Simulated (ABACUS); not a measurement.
# Pb (Fm-3m) in ABACUS: reference runs

How does Pb come out in PBE? The cell is run as given and disturbed.

Everything below comes from runs of ABACUS 3.10.1. Logs are shortened: lines on timing, memory, paths and dates and some standing lists are left out, and cuts for length are marked.

### 1 Starting point

Symmetry: Fm-3m, No. 225, cubic system. Conventional cell: a = 4.950 Å, b = 4.950 Å, c = 4.950 Å, α = 90.00°, β = 90.00°, γ = 90.00°. Pb (site symmetry m-3m) is surrounded by 12 Pb at 3.50 Å.

### 2 Single point, PBE

Input file INPUT:

```
INPUT_PARAMETERS
suffix              Pb
calculation         scf
basis_type          pw
pseudo_dir          ./
symmetry            1
dft_functional      pbe
ecutwfc             63
pseudo_rcut         10
nspin               1
nbands              11
ks_solver           dav
smearing_method     fd
smearing_sigma      0.00367493
scf_thr             1e-08
scf_nmax            100
mixing_type         broyden
mixing_beta         0.7
cal_force           1
cal_stress          1
kpar                4
```

Input file STRU:

```
ATOMIC_SPECIES
Pb 207.2000 Pb.upf

LATTICE_CONSTANT
1.8897261246

LATTICE_VECTORS
0.0000000000 2.4750200000 2.4750200000
2.4750200000 0.0000000000 2.4750200000
2.4750200000 2.4750200000 0.0000000000

ATOMIC_POSITIONS
Direct

Pb
0.0
1
0.0000000000 0.0000000000 0.0000000000 1 1 1
```

Input file KPT:

```
K_POINTS
0
Gamma
9 9 9 0 0 0
```

Potentials or basis: PseudoDojo NC SR 0.4.1 PBE standard, plane waves.

On the command line:

```bash
$ OMP_NUM_THREADS=1 mpirun -np 4 abacus > log
```

running log:

```text
ABACUS v3.10.1

               Atomic-orbital Based Ab-initio Computation at UStc

 ------------------------------------------------------------------------------------

 READING GENERAL INFORMATION
                           global_out_dir = OUT.Pb/
                           global_in_card = INPUT
                               pseudo_dir = ./
                              orbital_dir =
                                    DSIZE = 4
                                    GSIZE = 1

 READING UNITCELL INFORMATION
                                    ntype = 1
                  lattice constant (Bohr) = 1.88973
              lattice constant (Angstrom) = 1

 READING ATOM TYPE 1
                               atom label = Pb
                      L=0, number of zeta = 1
                      L=1, number of zeta = 1
                      L=2, number of zeta = 1
             number of atom for this type = 1

                        TOTAL ATOM NUMBER = 1
DIRECT COORDINATES
    atom                   x                   y                   z     mag                  vx                  vy                  vz
taud_Pb1            0.0000000000        0.0000000000        0.0000000000  0.0000        0.0000000000        0.0000000000        0.0000000000

                          Volume (Bohr^3) = 204.627
                             Volume (A^3) = 30.3225

 Lattice vectors: (Cartesian coordinate: in unit of a_0)
                   +0            +2.47502            +2.47502
             +2.47502                  +0            +2.47502
             +2.47502            +2.47502                  +0
 Reciprocal vectors: (Cartesian coordinate: in unit of 2 pi/a_0)
            -0.202019           +0.202019           +0.202019
            +0.202019           -0.202019           +0.202019
            +0.202019           +0.202019           -0.202019
 The esolver type has been set to : ksdft_pw

                PAO radial cut off (Bohr) = 10

 Read in pseudopotential file is Pb.upf
                     pseudopotential type = NC
          exchange-correlation functional = PBE
                 nonlocal core correction = 1
                        valence electrons = 14
                                     lmax = 2
                           number of zeta = 3
                     number of projectors = 6
                           L of projector = 0
                           L of projector = 0
                           L of projector = 1
                           L of projector = 1
                           L of projector = 2
                           L of projector = 2
     initial pseudo atomic orbital number = 9

 SETUP THE ELECTRONS NUMBER
            electron number of element Pb = 14
      total electron number of element Pb = 14
            AUTOSET number of electrons:  = 14
                           occupied bands = 7
                                   NBANDS = 11
                                   NLOCAL = 9

%%%%%%%%%%%%%%%%%%%%%%%%%%%%%%%%%%%%%%%%%%%%%%%%%%%%%%%%%%%%%%%%%%%%%%%%%%%%%%%%%%%%%%%%%%%%%%%%%%%%%%%%%%
 Warning: the number of valence electrons in pseudopotential > 4 for Pb: [Xe] 4f14 5d10 6s2 6p2
 Pseudopotentials with additional electrons can yield (more) accurate outcomes, but may be less efficient.
 If you're confident that your chosen pseudopotential is appropriate, you can safely ignore this warning.
%%%%%%%%%%%%%%%%%%%%%%%%%%%%%%%%%%%%%%%%%%%%%%%%%%%%%%%%%%%%%%%%%%%%%%%%%%%%%%%%%%%%%%%%%%%%%%%%%%%%%%%%%%

 SETUP THE PLANE WAVE BASIS
 energy cutoff for charge/potential (unit:Ry) = 252
            fft grid for charge/potential = [ 36, 36, 36 ]
                        fft grid division = [ 1, 1, 1 ]
        big fft grid for charge/potential = [ 36, 36, 36 ]
                                     nbxx = 46656
                                     nrxx = 46656

 SETUP PLANE WAVES FOR CHARGE/POTENTIAL
                    number of plane waves = 13803
                         number of sticks = 757

 PARALLEL PW FOR CHARGE/POTENTIAL
     PROC   COLUMNS(POT)             PW
        1            757          13803
 --------------- sum -------------------
        1            757          13803
                            number of |g| = 188
                                  max |g| = 22.6912
                                  min |g| = 0

----------- Double Check Mixing Parameters Begin ------------
mixing_type: broyden
mixing_beta: 0.7
mixing_gg0: 1
mixing_gg0_min: 0.1
mixing_ndim: 8
----------- Double Check Mixing Parameters End ------------

 LATTICE VECTORS: (CARTESIAN COORDINATE: IN UNIT OF A0)
                   +0            +2.47502            +2.47502
             +2.47502                  +0            +2.47502
             +2.47502            +2.47502                  +0
                       right hand lattice = 1
                                   NORM_A = 3.50021
                                   NORM_B = 3.50021
                                   NORM_C = 3.50021
                           ALPHA (DEGREE) = 60
                           BETA  (DEGREE) = 60
                           GAMMA (DEGREE) = 60

 The lattice vectors have been changed (STRU_SIMPLE.cif)

(for optimal symmetric configuration:)
                             BRAVAIS TYPE = 3
                     BRAVAIS LATTICE NAME = 03. Cubic F (face-centered)
                                    ibrav = 3
                                    IBRAV = 3
                                  BRAVAIS = FACE CENTERED CUBIC
                       LATTICE CONSTANT A = 4.95004
Original cell was already a primitive cell.
                        ROTATION MATRICES = 48
              PURE POINT GROUP OPERATIONS = 48
                   SPACE GROUP OPERATIONS = 48
                              POINT GROUP = O_h
               POINT GROUP IN SPACE GROUP = O_h

 SETUP K-POINTS
                                    nspin = 1
                   Input type of k points = Monkhorst-Pack(Gamma)
                                   nkstot = 729
                       right hand lattice = 1
(for reciprocal lattice: )
                             BRAVAIS TYPE = 2
                     BRAVAIS LATTICE NAME = 02. Cubic I (body-centered)
                                    ibrav = 2
                       right hand lattice = 1
(for k-lattice: )
                             BRAVAIS TYPE = 2
                     BRAVAIS LATTICE NAME = 02. Cubic I (body-centered)
                                    ibrav = 2
                       right hand lattice = 1
                        ROTATION MATRICES = 48
                               nkstot_ibz = 35
K-POINTS REDUCTION ACCORDING TO SYMMETRY
     IBZ    DIRECT_X    DIRECT_Y    DIRECT_Z  WEIGHT  ibz2bz
       1  0.00000000  0.00000000  0.00000000  0.0014       0
       2  0.11111111  0.11111111  0.11111111  0.0110       1
       3  0.22222222  0.22222222  0.22222222  0.0110       2
       4  0.33333333  0.33333333  0.33333333  0.0110       3
       5  0.44444444  0.44444444  0.44444444  0.0110       4
       6  0.11111111  0.11111111  0.00000000  0.0082      10
[... 22 lines left out ...]
      29  0.44444444  0.33333333  0.11111111  0.0329     112
      30 -0.44444444  0.44444444  0.22222222  0.0658     113
[... 5 further k points ...]

                               nkstot now = 35
[... K-POINTS DIRECT COORDINATES: 35 rows ...]

           k-point number in this process = 9
       minimum distributed K point number = 8
[... stars of the k points ...]

[... K-POINTS CARTESIAN COORDINATES: 9 rows ...]

[... K-POINTS DIRECT COORDINATES: 9 rows ...]

 SETUP PLANE WAVES FOR WAVE FUNCTIONS
     energy cutoff for wavefunc (unit:Ry) = 63
              fft grid for wave functions = [ 36, 36, 36 ]
                    number of plane waves = 2085
                         number of sticks = 211

 PARALLEL PW FOR WAVE FUNCTIONS
     PROC   COLUMNS(POT)             PW
        1            211           2085
 --------------- sum -------------------
        1            211           2085

 SETUP NONLOCAL PSEUDOPOTENTIALS IN PLANE WAVE BASIS
 Pb non-local projectors:
 projector 1 L=0
 projector 2 L=0
 projector 3 L=1
 projector 4 L=1
 projector 5 L=2
 projector 6 L=2
      TOTAL NUMBER OF NONLOCAL PROJECTORS = 18

 Init Non-Local PseudoPotential table :
 Init Non-Local-Pseudopotential done.

                                     npwx = 1759

 Make real space PAO into reciprocal space.
       max mesh points in Pseudopotential = 1001
     dq(describe PAO in reciprocal space) = 0.01
                                    max q = 957

 number of pseudo atomic orbitals for Pb is 3
WARNING: norm of atomic wavefunction # 3 of atomic type Pb is 0.999464, renormalized

 -------------------------------------------
 SELF-CONSISTENT
 -------------------------------------------
                                 init_chg = atomic

 PW ALGORITHM --------------- ION=   1  ELEC=   1--------------------------------
 Notice: Threshold on eigenvalues was too large.
 hsover_error=0.14 > DRHO=0.00241802
 Origin diag ethr = 0.01
 New diag ethr = 1.72716e-05

 Density error is 0.00240577462187
                          Error Threshold = 1.72715987276e-05
----------------------------------------------------------
     Energy           Rydberg                 eV
----------------------------------------------------------
 E_KohnSham     -140.7657443454      -1915.2162063081
 E_Harris       -141.1336317407      -1920.2215711078
 E_Fermi        0.8327897374         11.3306856643
----------------------------------------------------------

 PW ALGORITHM --------------- ION=   1  ELEC=   2--------------------------------

 Density error is 0.000106359733957
                          Error Threshold = 1.71841044419e-05
----------------------------------------------------------
     Energy           Rydberg                 eV
----------------------------------------------------------
 E_KohnSham     -140.7662083387      -1915.2225192614
 E_Harris       -140.7738460693      -1915.3264359169
 E_Fermi        0.8294094818         11.2846949273
----------------------------------------------------------
[... 15 lines left out ...]
 Density error is 8.09103274428e-08
                          Error Threshold = 7.71330388154e-08
----------------------------------------------------------
     Energy           Rydberg                 eV
----------------------------------------------------------
 E_KohnSham     -140.7662165296      -1915.2226307049
 E_Harris       -140.7657498032      -1915.2162805665
 E_Fermi        0.8284875401         11.2721512675
----------------------------------------------------------

 PW ALGORITHM --------------- ION=   1  ELEC=   5--------------------------------

 Density error is 9.81867588758e-09
                          Error Threshold = 5.77930910306e-10
----------------------------------------------------------
     Energy           Rydberg                 eV
----------------------------------------------------------
 E_KohnSham     -140.7662165637      -1915.2226311680
 E_KS(sigma->0) -140.7661019130      -1915.2210712653
 E_Harris       -140.7667832689      -1915.2303415875
 E_band         -2.2527730431        -30.6505496865
 E_one_elec     -29.8974764810       -406.7760359630
 E_Hartree      25.1886154255        342.7086945170
 E_xc           -39.9900061643       -544.0919468900
 E_Ewald        -96.0671200424       -1307.0602230265
 E_entropy(-TS) -0.0002293014        -0.0031198055
 E_descf        0.0000000000         0.0000000000
 E_exx          0.0000000000         0.0000000000
 E_Fermi        0.8284909691         11.2721979214
----------------------------------------------------------

 charge density convergence is achieved
 final etot is -1915.2226312 eV
 EFERMI = 11.272197921 eV

 STATE ENERGY(eV) AND OCCUPATIONS    NSPIN == 1
 1/9 kpoint (Cartesian) = 0.0000 0.0000 0.0000 (1759 pws)
       1       -5.67860     0.00274348
       2       -5.67860     0.00274348
       3       -5.67860     0.00274348
       4       -5.53913     0.00274348
       5       -5.53913     0.00274348
       6      -0.344465     0.00274348
       7        18.8396    5.11486e-69
       8        18.8396    5.11486e-69
       9        18.8396    5.11486e-69
      10        21.4974        0.00000
      11        22.7296        0.00000

 2/9 kpoint (Cartesian) = 0.022447 0.022447 0.022447 (1753 pws)
       1       -5.67919      0.0219479
       2       -5.66222      0.0219479
       3       -5.66222      0.0219479
       4       -5.53922      0.0219479
       5       -5.53922      0.0219479
       6      -0.106822      0.0219479
       7        16.4653    1.71752e-47
       8        18.5509    1.31749e-65
       9        18.5509    1.31749e-65
      10        20.9983    7.27591e-87
      11        23.7688        0.00000
[... 40 lines left out ...]
 6/9 kpoint (Cartesian) = 0.0000 0.0000 0.044893 (1744 pws)
       1       -5.69779      0.0164609
       2       -5.64462      0.0164609
       3       -5.64462      0.0164609
       4       -5.55944      0.0164609
       5       -5.52486      0.0164609
       6     -0.0277481      0.0164609
       7        17.1402    1.76704e-53
       8        17.6578    5.64718e-58
       9        17.6578    5.64718e-58
      10        20.5080    9.89274e-83
      11        23.0787        0.00000

[... levels at 3 further k points ...]

------------------------------------------------------------------------------------------
 TOTAL-FORCE (eV/Angstrom)
------------------------------------------------------------------------------------------
                       Pb1         0.0000000000         0.0000000000         0.0000000000
------------------------------------------------------------------------------------------

----------------------------------------------------------------
 TOTAL-STRESS (KBAR)
----------------------------------------------------------------
        22.1096160621        -0.0000000000         0.0000000000
        -0.0000000000        22.1096160621         0.0000000000
        -0.0000000000         0.0000000000        22.1096160621
----------------------------------------------------------------
 TOTAL-PRESSURE: 22.109616 KBAR

 --------------------------------------------
 !FINAL_ETOT_IS -1915.2226311680351500 eV
 --------------------------------------------
```

Wall time 2.2 s (4 MPI ranks of Intel Xeon Platinum 8488C (Sapphire Rapids), shared host); peak memory 0.24 GiB.

Results:

```yaml
Free_energy: -1915.2226 eV
Pressure: 2.2 GPa
Band_gap_on_the_k_mesh: none (metal or under the smearing width)
```

The run has no spin-orbit coupling, so splittings on Pb are missing.

[end of part 1 of 2]
